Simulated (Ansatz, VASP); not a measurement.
HgTe (Coloradoite) in VASP and in Ansatz

```
Hg Te
1.0
     0.00000    3.21450    3.21450
     3.21450    0.00000    3.21450
     3.21450    3.21450    0.00000
Hg Te
1 1
Direct
  0.00000 0.00000 0.00000
  0.75000 0.75000 0.75000
```

Alike in both runs: functional PBE; k mesh 7 × 7 × 7; occupations fermi-dirac, width 0.05 eV; no spin polarisation.

|  | VASP | Ansatz |
| --- | --- | --- |
| version | VASP 6.6.1 | Ansatz 0.2.0 |
| potentials or method | VASP PAW PBE potentials, release 64 (Hg, Te), cutoff 520 eV | all-electron PAW datasets made for the crystal |
| task | single point | density of states |

|  | VASP | Ansatz | Ansatz less VASP |
| --- | --- | --- | --- |
| gap on the k mesh at the Fermi level (eV) | none | none | - |
| pressure (GPa) | 4.6 | 4.6 | -0.07 |

A gap of «none» marks a metal or a gap that the smearing closes. Ansatz ran all-electron here, so the differences hold the error of VASP's frozen core and of both bases.

Caveats: the program warned that the printed levels may be off, so bands, gaps and densities of states are rough (Ansatz); the density of states is complete only up to the lowest level of the last band computed (Ansatz). The runs have no spin-orbit coupling, so splittings on Hg, Te are missing.
